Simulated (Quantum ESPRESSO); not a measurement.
SiC (Moissanite 3C):

```
Si C
1.0
     0.00000    2.17900    2.17900
     2.17900    0.00000    2.17900
     2.17900    2.17900    0.00000
Si C
1 1
Direct
  0.00000 0.00000 0.00000
  0.75000 0.75000 0.75000
```

* Program: Quantum ESPRESSO 7.5
* Task: single point
* Functional: PBE
* Potentials or basis: SSSP 1.3 efficiency PBE
* Cutoff: 748 eV
* Density cutoff: 5987 eV
* k mesh: 10 × 10 × 10
* Occupations: fermi-dirac, width 0.05 eV
* Spin: no spin polarisation

On this cell: pressure 3.5 GPa; largest force zero by symmetry; band gap on the k mesh 1.36 eV, indirect (least direct gap 4.55 eV).

The same run follows on a disturbed copy (atoms moved at random, drawn with an rms of 0.05 Å):

```
Si C
1.0
     0.00000    2.17900    2.17900
     2.17900    0.00000    2.17900
     2.17900    2.17900    0.00000
Si C
1 1
Cartesian
  -0.0594 0.0440 -0.0032
  3.2400 3.3229 3.3296
```

**Question.** What does the disturbed cell give?

**Answer.** The energy moves by +25.8 meV/atom; pressure 4.1 GPa; largest force 1.459 eV/Å; band gap on the k mesh 1.03 eV, indirect (least direct gap 4.38 eV).

Forces on the atoms (eV/Å):
```
Si   0.649  0.342  1.261
C   -0.649 -0.342 -1.261
```

Stress tensor (GPa, compression positive):
```
4.24 4.35 1.29
4.35 4.40 2.26
1.29 2.26 3.65
```

A k mesh can miss the band edges.
